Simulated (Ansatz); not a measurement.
**SnO2: the band gap up the ladder of functionals**

The task here is to estimate one member of a computed series from the others.

Program: Ansatz 0.2.0. PAW datasets, plane waves. The calculation is spin-unpolarised, and the structure need not be a phase that has been made.

## The system as given

The cell was relaxed beforehand with r2SCAN.

In-plane lattice: a = 3.189 Å, b = 3.189 Å, γ = 120.0°; thickness between the outer nuclei 1.98 Å. Sn has 6 O at 2.09 Å; O has 3 Sn at 2.09 Å.

Coordinates:

```
CELL_PARAMETERS angstrom
3.18893 0.00000 0.00000
-1.59447 2.76170 0.00000
0.00000 0.00000 28.53365
ATOMIC_POSITIONS crystal
Sn 0.00000 0.00000 0.31542
O 0.33333 0.66667 0.35015
O 0.66667 0.33333 0.28068
```
Periodic in the plane only; c spans the vacuum.

Set-up of the first run:

File input.yaml:

```yaml
crystal:
  lattice:
    - [3.1889329045, 0.0, 0.0]
    - [-1.5944664522, 2.7616969063, 0.0]
    - [0.0, 0.0, 28.5336526072]
  atoms:
    - { symbol: Sn, position: [0.0, 0.0, 0.3154170314] }
    - { symbol: O, position: [0.3333333333, 0.6666666667, 0.3501534818] }
    - { symbol: O, position: [0.6666666667, 0.3333333333, 0.2806805809] }
  periodic: [true, true, false]
kpoints:
  mp_grid: { grid: [12, 12, 1] }
  band_path:
    path:
      - [0, 0, 0]
      - [0.5, 0, 0]
      - [0.3333333333333, 0.3333333333333, 0]
      - [0, 0, 0]
    npoints: 10
hamiltonian:
  xc: pbe
scf:
  occupations: { method: fermi_dirac, width: 0.02 }
  n_extra_bands: 4
output:
  forces: true
  stress: true
  eigenvalues: true
  write_density: true
  write_potential: true
  elf: true
  volumetric_format: npy
```

Command:

```
> ansatz run input.yaml --threads 2 --pin off --max-ram 29491MiB --backend cpu --events-out ev --progress --plain --runs-dir out
```

Steps of the session up to this table: PBE band path; r2SCAN; HSE06; Single point with PBE+SOC; PBE0 at the same geometry; LDA; Single point with HSE06+SOC; LC-ωPBE at the same geometry; Hartree-Fock.

One table of the session follows, with a row left open; its other results are not shown here.

| level | gap (eV) |
| --- | --- |
| PBE | 2.87 |
| r2SCAN | 3.44 |
| HSE06 | 4.46 |
| PBE+SOC | ? |
| PBE0 | 5.21 |
| LDA | 2.75 |
| HSE06+SOC | 4.47 |
| LC-ωPBE | 10.08 |
| Hartree-Fock | 12.80 |

Estimate the missing values for PBE+SOC.

As computed: gap (eV): 2.88. In the column «gap (eV)» it lies between PBE (2.87) and r2SCAN (3.44).

Meshes: PBE 12×12×1, r2SCAN 12×12×1, HSE06 6×6×1, PBE+SOC 12×12×1, PBE0 6×6×1, LDA 12×12×1, HSE06+SOC 6×6×1, LC-ωPBE 6×6×1, Hartree-Fock 6×6×1.

LDA gives the least gap, 2.75 eV, and Hartree-Fock the largest, 12.80 eV. Against HSE06, PBE is short by 1.59 eV, at 64 % of it, and r2SCAN 77 %. PBE0 lies 0.74 eV above HSE06, which differs from it by screening the long-range exchange.

Limits of these values: Warnings in the runs' records: xc potential rough in thin density, stress scf threshold loose, stress exchange threshold loose.
